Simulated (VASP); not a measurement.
Crystal: MnO.

```
Mn O
1.0
     2.97129   -1.71698    0.00000
     2.97129    1.71698    0.00000
    -1.98463    0.00000    2.81031
Mn O
1 1
Cartesian
  1.9788 0.0000 1.4070
  3.9609 0.0000 0.7007
```

The cell comes from a database or a generator and needn't be the stable form of this composition.

Base run:

```yaml
Program: VASP 6.6.1
Functional: SCAN
Potentials_or_basis: VASP PAW PBE potentials, release 64 (Mn_pv, O)
Cutoff: 520 eV
k_mesh: 7 × 7 × 7
Occupations: fermi-dirac, width 0.05 eV
Spin: collinear spin, ferromagnetic start
Starting_moments: "[4.0, 0.0] μB"
```

Its results: pressure -6.7 GPa; net moment 5.00 μB per cell; site moments Mn +4.51; O +0.16 μB.

Task: After a change of settings the same cell gave: pressure -0.1 GPa; net moment 4.99 μB per cell; site moments Mn +4.42; O +0.23 μB. Which change was it?
A. functional from SCAN to PBEsol
B. functional from SCAN to AM05
C. functional from SCAN to LDA; potentials or basis from VASP PAW PBE potentials, release 64 (Mn_pv, O) to VASP PAW LDA potentials, release 64 (Mn_pv, O)
D. functional from SCAN to BLYP

Result: D.

Caveats: the PAW data sets were made with another functional, which shifts forces and pressure a little; a cell with one magnetic atom can't hold antiferromagnetic order, which such compounds often take.

Runs at the PBE level aren't shown here.
